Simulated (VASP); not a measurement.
# MnO2 under changes of volume

One of the cells (12.266 Å³/atom); the others are scaled copies at fixed shape and fractional positions:

```
CELL_PARAMETERS angstrom
2.87386 0.00000 0.00000
-1.43693 2.48884 0.00000
0.00000 0.00000 10.28944
ATOMIC_POSITIONS crystal
Mn 0.00000 0.00000 0.50000
Mn 0.00000 0.00000 0.00000
O 0.66667 0.33333 0.40686
O 0.66667 0.33333 0.09314
O 0.33333 0.66667 0.59314
O 0.33333 0.66667 0.90686
```

Measurements of this composition are mostly on another form, of space group No. 136.

* Program: VASP 6.6.1
* Functional: PBEsol
* Potentials or basis: VASP PAW PBE potentials, release 64 (Mn_pv, O)
* Cutoff: 520 eV
* k mesh: 11 × 11 × 3
* Occupations: fermi-dirac, width 0.05 eV
* Spin: collinear spin, ferromagnetic start
* Starting moments: [4.0, 4.0, 0.0, 0.0, 0.0, 0.0] μB

```tsv
volume (Å³/atom)	energy over the lowest point (meV/atom)	pressure (GPa)	gap on the mesh (eV)	largest force (eV/Å)
11.304	?	?	?	?
11.544	6.89	6.5	0.61	0.522
11.785	0.00	2.3	0.69	0.194
12.266	3.45	-4.8	0.84	0.385
12.507	12.59	-7.8	0.91	0.640
12.747	25.98	-10.5	0.97	0.875
```

Question: What does the run at 11.304 Å³/atom give?

Answer: Energy over the lowest point 20.48 meV/atom; pressure 11.2 GPa; gap on the mesh 0.53 eV; largest force 0.879 eV/Å.

Worked out: A Birch-Murnaghan fit of order 3 (a polynomial in V^(-2/3)) to the other rows has its minimum at 11.94 Å³/atom with B0 = V·E''(V) = 182 GPa and B' = 4.4 at fixed shape and positions, which overstates the stiffness. It gives 20.35 meV/atom at 11.304 Å³/atom, against the run's 20.48, and -dE/dV = 11.4 GPa, against 11.2. A straight line through the other rows of the gap, of slope 3.66 eV per unit of ln V, extrapolates to 0.54 eV, against the run's 0.53.

Energies are extrapolated to zero smearing.

Caveats: the PAW data sets were made with another functional, which shifts forces and pressure a little; an odd mesh through Γ misses points on the zone boundary, where band edges often lie; only a ferromagnetic start was run, and an antiferromagnetic order may lie lower in energy.
